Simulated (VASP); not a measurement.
# C (Fd-3m) in VASP: notebook

Aim: see how the results for C move with the level of theory and the settings. Levels: PBE, PBEsol, HSEsol. Tasks: Born charges and dielectric tensor, phonons, elastic constants, band structure.

Everything below comes from runs of VASP 6.6.1. Logs are shortened: lines on timing, memory, paths and dates and some standing lists are left out, and cuts for length are marked.

## (1) Starting point

Symmetry: Fd-3m, No. 227, cubic system. The conventional cell has a = 3.567 Å, b = 3.567 Å, c = 3.567 Å, α = 90.00°, β = 90.00°, γ = 90.00°. Around C (site symmetry -43m) lie 4 C at 1.54 Å.

This isn't the form of C at room conditions, which is graphite.

## (2) Born charges and dielectric tensor, PBE

INCAR

```
PREC = Accurate
ENCUT = 520
EDIFF = 1E-8
ISMEAR = -1
SIGMA = 0.05
LREAL = F
LASPH = T
NELM = 100
ALGO = Fast
ISIF = 2
LWAVE = F
LCHARG = F
GGA = PE
LEPSILON = T
IBRION = 8
```

KPOINTS

```
regular mesh
0
Gamma
  13 13 13
```

POSCAR

```
C
1.0
    0.0000000000      1.7833700000      1.7833700000
    1.7833700000      0.0000000000      1.7833700000
    1.7833700000      1.7833700000      0.0000000000
C
2
Direct
    0.7500000000      0.7500000000      0.7500000000
    0.5000000000      0.5000000000      0.5000000000
```

Potentials or basis: VASP PAW PBE potentials, release 64 (C).

On the command line:

```
$ cat potpaw_PBE.64/C/POTCAR > POTCAR
$ mpirun -np 1 vasp_std > vasp.out
```

OUTCAR:

```text
PREC = Accurate
   ENCUT = 520
   EDIFF = 1E-8
   ISMEAR = -1
   LREAL = F
   LASPH = T
   NELM = 100
   ISIF = 2
   GGA = PE
   LEPSILON = T
   IBRION = 8

 ion  position               nearest neighbor table
   1  0.750  0.750  0.750-   2 1.54   2 1.54   2 1.54   2 1.54
   2  0.500  0.500  0.500-   1 1.54   1 1.54   1 1.54   1 1.54

  LATTYP: Found a face centered cubic cell.
 ALAT       =     3.5667400000

  Lattice vectors:

 A1 = (   0.0000000000,   1.7833700000,   1.7833700000)
 A2 = (   1.7833700000,   0.0000000000,   1.7833700000)
 A3 = (   1.7833700000,   1.7833700000,   0.0000000000)

Analysis of symmetry for initial positions (statically):
=====================================================================
 Subroutine PRICEL returns:
 Original cell was already a primitive cell.

 Routine SETGRP: Setting up the symmetry group for a
 face centered cubic supercell.

 Subroutine GETGRP returns: Found 48 space group operations
 (whereof 24 operations were pure point group operations)
 out of a pool of 48 trial point group operations.

The static configuration has the point symmetry T_d .
 The point group associated with its full space group is O_h .

Analysis of symmetry for dynamics (positions and initial velocities):
=====================================================================
 Subroutine PRICEL returns:
 Original cell was already a primitive cell.

 Routine SETGRP: Setting up the symmetry group for a
 face centered cubic supercell.

 Subroutine GETGRP returns: Found 48 space group operations
 (whereof 24 operations were pure point group operations)
 out of a pool of 48 trial point group operations.

The dynamic configuration has the point symmetry T_d .
 The point group associated with its full space group is O_h .

 Subroutine INISYM returns: Found 48 space group operations
 (whereof 24 operations are pure point group operations),
 and found     1 'primitive' translations

[... 495 lines left out ...]
 ------------------------------------------------------
           5.848952    -0.000000     0.000000
           0.000000     5.848952     0.000000
          -0.000000     0.000000     5.848952
 ------------------------------------------------------

 PIEZOELECTRIC TENSOR (including local field effects)  for field in x, y, z        (e  Angst)
          XX          YY          ZZ          XY          YZ          ZX
  --------------------------------------------------------------------------------
  x     0.00000    -0.00000     0.00000     0.00000    -0.00000     0.00000
  y     0.00000     0.00000    -0.00000     0.00000    -0.00000     0.00000
  z    -0.00000     0.00000     0.00000    -0.00000     0.00000     0.00000

 PIEZOELECTRIC TENSOR (including local field effects)  for field in x, y, z        (C/m^2)
          XX          YY          ZZ          XY          YZ          ZX
  --------------------------------------------------------------------------------
  x     0.00000    -0.00000     0.00000     0.00000    -0.00000     0.00000
  y     0.00000     0.00000    -0.00000     0.00000    -0.00000     0.00000
  z    -0.00000     0.00000     0.00000    -0.00000     0.00000     0.00000

 BORN EFFECTIVE CHARGES (including local field effects) (in |e|, cummulative output)
 ---------------------------------------------------------------------------------
 ion    1
    1    -0.00000     0.00000     0.00000
    2    -0.00000    -0.00000     0.00000
    3    -0.00000     0.00000     0.00000
 ion    2
    1     0.00000    -0.00000     0.00000
    2     0.00000     0.00000    -0.00000
    3     0.00000    -0.00000    -0.00000

 INTERNAL STRAIN TENSOR FOR ION    2 for displacements in x,y,z  (eV/Angst):
          X           Y           Z          XY          YZ          ZX
  --------------------------------------------------------------------------------
  x     0.00000    -0.00000     0.00000     0.00000     3.09711     0.00000
  y    -0.00000     0.00000     0.00000     0.00000     0.00000     3.09711
  z     0.00000     0.00000     0.00000     3.09711     0.00000     0.00000

 SECOND DERIVATIVES (NOT SYMMETRIZED)
 ------------------------------------
               1X          1Y          1Z          2X          2Y          2Z
  1X   -37.227776    0.000000    0.000000   37.227776    0.000000    0.000000
  1Y     0.000000  -37.227776    0.000000    0.000000   37.227776    0.000000
  1Z     0.000000    0.000000  -37.227776    0.000000    0.000000   37.227776
  2X    37.227776    0.000000    0.000000  -37.227776    0.000000    0.000000
  2Y     0.000000   37.227776    0.000000    0.000000  -37.227776    0.000000
  2Z     0.000000    0.000000   37.227776    0.000000    0.000000  -37.227776

 Eigenvectors and eigenvalues of the dynamical matrix
 ----------------------------------------------------

   1 f  =   38.923303 THz   244.562325 2PiTHz 1298.341630 cm-1   160.973774 meV
             X         Y         Z           dx          dy          dz
      2.675055  2.675055  2.675055     0.000000   -0.707107    0.000000
      1.783370  1.783370  1.783370     0.000000    0.707107    0.000000
[... 21 lines left out ...]
   6 f  =    0.000000 THz     0.000000 2PiTHz    0.000000 cm-1     0.000000 meV
             X         Y         Z           dx          dy          dz
      2.675055  2.675055  2.675055     0.000000    0.000000    0.707107
      1.783370  1.783370  1.783370     0.000000    0.000000    0.707107

--------------------------------------------------------------------------------------------------------

 MACROSCOPIC STATIC DIELECTRIC TENSOR IONIC CONTRIBUTION
 ------------------------------------------------------
           0.000000    -0.000000     0.000000
          -0.000000     0.000000    -0.000000
           0.000000    -0.000000     0.000000
 ------------------------------------------------------

 ELASTIC MODULI CONTR FROM IONIC RELAXATION (kBar)
 Direction    XX          YY          ZZ          XY          YZ          ZX
 --------------------------------------------------------------------------------
 XX          -0.0000      0.0000      0.0000     -0.0000     -0.0000      0.0000
 YY           0.0000     -0.0000      0.0000     -0.0000      0.0000     -0.0000
 ZZ           0.0000      0.0000     -0.0000     -0.0000     -0.0000     -0.0000
 XY          -0.0000     -0.0000     -0.0000    -36.3917      0.0000      0.0000
 YZ          -0.0000      0.0000     -0.0000      0.0000    -36.3917      0.0000
 ZX           0.0000     -0.0000     -0.0000      0.0000      0.0000    -36.3917
 --------------------------------------------------------------------------------

 PIEZOELECTRIC TENSOR IONIC CONTR  for field in x, y, z        (C/m^2)
          XX          YY          ZZ          XY          YZ          ZX
  --------------------------------------------------------------------------------
  x     0.00000    -0.00000     0.00000     0.00000     0.00000    -0.00000
  y    -0.00000     0.00000     0.00000    -0.00000     0.00000     0.00000
  z    -0.00000    -0.00000    -0.00000    -0.00000     0.00000    -0.00000
```

OSZICAR:

```text
N       E                     dE             d eps       ncg     rms          rms(c)
DAV:   1    -0.123550489285E+01   -0.12355E+01   -0.52376E+03  1424   0.967E+02
DAV:   2    -0.187237570078E+02   -0.17488E+02   -0.17123E+02  2168   0.113E+02
[... 12 lines left out ...]
RMM:   4    -0.111922662706E+00   -0.77031E-03   -0.26622E-05  7812   0.140E-01    0.137E-02
RMM:   5    -0.111878627277E+00    0.44035E-04    0.14205E-05  8744   0.209E-02    0.109E-03
RMM:   6    -0.111879772373E+00   -0.11451E-05    0.13327E-06  8614   0.157E-03    0.523E-04
RMM:   7    -0.111876169049E+00    0.36033E-05    0.60229E-08  8927   0.726E-04    0.734E-05
RMM:   8    -0.111876530684E+00   -0.36164E-06    0.43670E-08  8949   0.128E-04    0.194E-05
RMM:   9    -0.111876244834E+00    0.28585E-06   -0.35723E-08  9179   0.372E-05    0.397E-06
RMM:  10    -0.111876240187E+00    0.46472E-08   -0.46618E-09  8689   0.697E-06    0.773E-07
 Linear response finished
```

Wall time 57 s (1 thread of Intel Xeon 6975P-C (Granite Rapids), shared host); peak memory 0.2 GiB.

What came out:

```yaml
Band_gap_on_the_k_mesh: 4.14 eV, indirect (least direct gap 5.59 eV)
Electronic_dielectric_tensor_diagonal: 5.85
Born_charges_mean_of_the_diagonal: C +0.00 e
Highest_phonon_frequency_at_Γ: 1298 cm⁻¹
```

Phonon frequencies in cm⁻¹ (negative: imaginary):
| q point | frequencies |
| --- | --- |
| (0.000, 0.000, 0.000) | 0 0 0 1298 1298 1298 |

Electronic dielectric tensor:
```
5.85 0.00 0.00
0.00 5.85 0.00
0.00 0.00 5.85
```

Born effective charge tensors (e):
atom 1, C
```
0.00 0.00 0.00
0.00 0.00 0.00
0.00 0.00 0.00
```
atom 2, C
```
0.00 0.00 0.00
0.00 0.00 0.00
0.00 0.00 0.00
```

Caveat: an odd mesh through Γ misses points on the zone boundary, where band edges often lie.

## (3) Phonons, PBEsol

POSCAR is that of step 2.

INCAR.step1

```
  ALGO = Normal
  EDIFF = 1E-8
  EDIFFG = -0.002
  ENCUT = 600
  GGA = PS
  IBRION = 2
  ISIF = 3
  ISMEAR = -1
  LASPH = T
  LCHARG = F
  LREAL = F
  LWAVE = F
  NELM = 80
  NSW = 40
  PREC = Accurate
  SIGMA = 0.05
```

INCAR.step2

```
  ALGO = Normal
  EDIFF = 1E-8
  ENCUT = 600
  GGA = PS
  IBRION = 6
  ISIF = 2
  ISMEAR = -1
  LASPH = T
  LCHARG = F
  LREAL = F
  LWAVE = F
  NELM = 80
  NFREE = 2
  NSW = 1
  POTIM = 0.015
  PREC = Accurate
  SIGMA = 0.05
```

KPOINTS

```
k-points
0
Gamma
  10 10 10
```

Potentials or basis: VASP PAW PBE potentials, release 64 (C).

On the command line:

```
$ cat potpaw_PBE.64/C/POTCAR > POTCAR
$ cp INCAR.step1 INCAR
$ mpirun -np 1 vasp_std > vasp.out
$ cp CONTCAR POSCAR
$ cp INCAR.step2 INCAR
$ mpirun -np 1 vasp_std > vasp.out
```

OUTCAR:

```text
EDIFF = 1E-8
   ENCUT = 600
   GGA = PS
   IBRION = 6
   ISIF = 2
   ISMEAR = -1
   LASPH = T
   LREAL = F
   NELM = 80
   NFREE = 2
   NSW = 1
   POTIM = 0.015
   PREC = Accurate

 ion  position               nearest neighbor table
   1  0.750  0.750  0.750-   2 1.54   2 1.54   2 1.54   2 1.54
   2  0.500  0.500  0.500-   1 1.54   1 1.54   1 1.54   1 1.54

  LATTYP: Found a face centered cubic cell.
 ALAT       =     3.5549128909

  Lattice vectors:

 A1 = (   0.0000000000,   1.7774564455,   1.7774564455)
 A2 = (   1.7774564455,   0.0000000000,   1.7774564455)
 A3 = (   1.7774564455,   1.7774564455,   0.0000000000)

Analysis of symmetry for initial positions (statically):
=====================================================================
 Subroutine PRICEL returns:
 Original cell was already a primitive cell.

 Routine SETGRP: Setting up the symmetry group for a
 face centered cubic supercell.

 Subroutine GETGRP returns: Found 48 space group operations
 (whereof 24 operations were pure point group operations)
 out of a pool of 48 trial point group operations.

The static configuration has the point symmetry T_d .
 The point group associated with its full space group is O_h .

Analysis of symmetry for dynamics (positions and initial velocities):
=====================================================================
 Subroutine PRICEL returns:
 Original cell was already a primitive cell.

 Routine SETGRP: Setting up the symmetry group for a
 face centered cubic supercell.

 Subroutine GETGRP returns: Found 48 space group operations
 (whereof 24 operations were pure point group operations)
 out of a pool of 48 trial point group operations.

[... 244 lines left out ...]
      3       9.8559      2.00000
      4      10.0846      2.00000
      5      15.2170      0.00000
      6      15.4154      0.00000
      7      15.6248      0.00000
      8      23.4476      0.00000
[... 243 lines left out ...]
 k-point    24 :       0.4000    0.3000    0.0000
  band No.  band energies     occupation
      1      -7.1657      2.00000
      2       1.7025      2.00000
      3       3.8410      2.00000
      4       4.4084      2.00000
      5      14.5316      0.00000
      6      17.7475      0.00000
      7      24.0632      0.00000
      8      24.0821      0.00000

 [... further k-points ...]

------------------------ aborting loop because EDIFF is reached ----------------------------------------

  FORCE on cell =-STRESS in cart. coord.  units (eV):
  Direction    XX          YY          ZZ          XY          YZ          ZX
  --------------------------------------------------------------------------------------
  -------------------------------------------------------------------------------------
  Total        0.0042189      0.0085788      0.0085788      0.0000000      0.0600435      0.0000000
  in kB        0.6018369      1.2238057      1.2238057      0.0000000      8.5654334      0.0000000
  external PRESSURE =       1.0164828 kB  Pullay stress =       0.0000000 kB
[... 17 lines left out ...]
  FREE ENERGIE OF THE ION-ELECTRON SYSTEM (eV)
  ---------------------------------------------------
  free  energy   TOTEN  =       -19.2499312452 eV

  energy  without entropy=      -19.2499312452  energy(sigma->0) =      -19.24993125

 INTERNAL STRAIN TENSORS FROM DISPLACED ATOMS
 ============================================

 INTERNAL STRAIN TENSOR FOR ION    1 for displacements in x,y,z  (eV/Angst):
          X           Y           Z          XY          YZ          ZX
  --------------------------------------------------------------------------------
  x     0.00000     0.00000     0.00000     0.00000    -4.00748     0.00000
  y     0.00000     0.00000     0.00000     0.00000     0.00000    -4.00748
  z     0.00000     0.00000     0.00000    -4.00748     0.00000     0.00000

 INTERNAL STRAIN TENSOR FOR ION    2 for displacements in x,y,z  (eV/Angst):
          X           Y           Z          XY          YZ          ZX
  --------------------------------------------------------------------------------
  x     0.00000     0.00000     0.00000     0.00000     4.00748     0.00000
  y     0.00000     0.00000     0.00000     0.00000     0.00000     4.00748
  z     0.00000     0.00000     0.00000     4.00748     0.00000     0.00000

 Eigenvectors and eigenvalues of the dynamical matrix
 ----------------------------------------------------

   1 f  =   39.234141 THz   246.515377 2PiTHz 1308.710065 cm-1   162.259295 meV
             X         Y         Z           dx          dy          dz
      2.666185  2.666185  2.666185     0.000000    0.288465    0.645591
      1.777456  1.777456  1.777456     0.000000   -0.288465   -0.645591
[... 16 lines left out ...]
   5 f  =    0.000000 THz     0.000000 2PiTHz    0.000000 cm-1     0.000000 meV
             X         Y         Z           dx          dy          dz
      2.666185  2.666185  2.666185     0.707107    0.000000    0.000000
      1.777456  1.777456  1.777456     0.707107    0.000000    0.000000

   6 f/i=    0.000001 THz     0.000005 2PiTHz    0.000025 cm-1     0.000003 meV
             X         Y         Z           dx          dy          dz
      2.666185  2.666185  2.666185     0.000000    0.301180    0.639758
      1.777456  1.777456  1.777456     0.000000    0.301180    0.639758

 ELASTIC MODULI CONTR FROM IONIC RELAXATION (kBar)
 Direction    XX          YY          ZZ          XY          YZ          ZX
 --------------------------------------------------------------------------------
 XX           0.0000      0.0000      0.0000      0.0000      0.0000      0.0000
 YY           0.0000      0.0000      0.0000      0.0000      0.0000      0.0000
 ZZ           0.0000      0.0000      0.0000      0.0000      0.0000      0.0000
 XY           0.0000      0.0000      0.0000    -60.5690      0.0000      0.0000
 YZ           0.0000      0.0000      0.0000      0.0000    -60.5690      0.0000
 ZX           0.0000      0.0000      0.0000      0.0000      0.0000    -60.5690
 --------------------------------------------------------------------------------
```

OSZICAR.step1:

```text
N       E                     dE             d eps       ncg     rms          rms(c)
DAV:   1     0.611570978020E+00    0.61157E+00   -0.54469E+03   776   0.107E+03
DAV:   2    -0.198015074238E+02   -0.20413E+02   -0.19967E+02  1240   0.123E+02
DAV:   3    -0.199147711115E+02   -0.11326E+00   -0.11326E+00   792   0.120E+01
DAV:   4    -0.199149438988E+02   -0.17279E-03   -0.17279E-03  1096   0.485E-01
[... 21 lines left out ...]
DAV:   4    -0.192546947805E+02    0.12005E-05   -0.92145E-07   760   0.134E-02    0.111E-02
DAV:   5    -0.192546936375E+02    0.11430E-05   -0.86398E-08   936   0.467E-03    0.751E-04
DAV:   6    -0.192546936164E+02    0.21111E-07   -0.33886E-10   464   0.212E-04    0.718E-05
DAV:   7    -0.192546936271E+02   -0.10636E-07   -0.17614E-10   376   0.183E-04    0.607E-06
DAV:   8    -0.192546936266E+02    0.47072E-09   -0.43822E-12   376   0.265E-05
   3 F= -.19254694E+02 E0= -.19254694E+02  d E =-.156236E-02
```

It took 20 s on 1 thread of Intel Xeon 6975P-C (Granite Rapids), shared host; peak memory 0.13 GiB.

Results:

```
Relaxed volume                         : 5.62 Å³/atom
Relaxed cell                           : a = 2.514 Å, b = 2.514 Å, c = 2.514 Å, α = 60.00°, β = 60.00°, γ = 60.00°
Space group after relaxing (to 0.05 Å) : Fd-3m (No. 227)
Highest phonon frequency at Γ          : 1309 cm⁻¹
```

Step by step:
| step | energy change (eV) | largest force (eV/Å) | pressure (GPa) | volume (Å³) |
| --- | --- | --- | --- | --- |
| 1 | 0.0000 | 0.0000 | -4.40 | 11.34 |
| 2 | 0.0010 | 0.0000 | 5.82 | 11.09 |
| 3 | -0.0016 | 0.0000 | -0.01 | 11.23 |

Final structure:
```
C
1.0
     0.00000    1.77746    1.77746
     1.77746    0.00000    1.77746
     1.77746    1.77746    0.00000
C
2
Direct
  0.75000 0.75000 0.75000
  0.50000 0.50000 0.50000
```

Phonon frequencies in cm⁻¹ (negative: imaginary):
```csv
q point,frequencies
"(0.000, 0.000, 0.000)",0 0 0 1309 1309 1309
```

Caveat: the PAW data sets were made with another functional, which shifts forces and pressure a little.

(Part 1 of 2 ends here.)
